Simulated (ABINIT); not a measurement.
A run of ABINIT 10.8.3 (patched build) is set up as follows.

Contents of run.abi:

```
# Datasets: one volume each
ndtset 7
getwfk -1
scalecart1 3*0.9795861087
scalecart2 3*0.9864848297
scalecart3 3*0.9932883884
scalecart4 3*1.0000000000
scalecart5 3*1.0066227096
scalecart6 3*1.0131594038
scalecart7 3*1.0196128224

# Pseudopotentials
pp_dirpath "./"
pseudos "Te.GGA_PBE-JTH.xml, Sn.GGA_PBE-JTH.xml"

# Structure
acell 3.9047 3.9047 3.9047 Angstrom
rprim
     1.0000000000     0.0000000000     0.0000000000
     0.0000000000     1.0000000000     0.0000000000
     0.0000000000     0.0000000000     1.0000000000
ntypat 2
znucl 52 50
natom 2
typat 1 2
xred
     0.5000000000     0.5000000000     0.5000000000
     0.0000000000     0.0000000000     0.0000000000

# Plane-wave basis
ecut 26.0
pawecutdg 48.0
pawxcdev 0

# k points
kptopt 1
ngkpt 7 7 7
nshiftk 1
shiftk 0.0 0.0 0.0

# Exchange and correlation
ixc -120135

# Bands and occupations
nband 14
occopt 3
tsmear 0.00183747

# SCF cycle
nstep 100
tolvrs 1.0e-9

# Output
iomode 3
prtwf 1
prtden 0
prteig 0
prtebands 0
enunit 2
```

Potentials or basis: JTH PAW PBE v2.0.

Run with:

```bash
$ abinit run.abi > log 2>&1
```

Estimate the equilibrium volume.

27.05 Å³/atom (rough: see the caveat).

Predict the bulk modulus.

55 GPa (rough).

Energy against volume, from the lowest point:
```
volume (Å³/atom)  energy (meV/atom)
          27.981               0.00
          28.576               7.77
          29.172              18.38
          29.767              31.36
          30.362              46.39
          30.958              62.98
          31.553              80.87
```

Caveat: pressures at fixed basis lie under the slope of the energies; the minimum lies outside the volumes run; the PAW data sets were made with another functional, which shifts forces and pressure a little. The run has no spin-orbit coupling, so splittings on Te are missing.
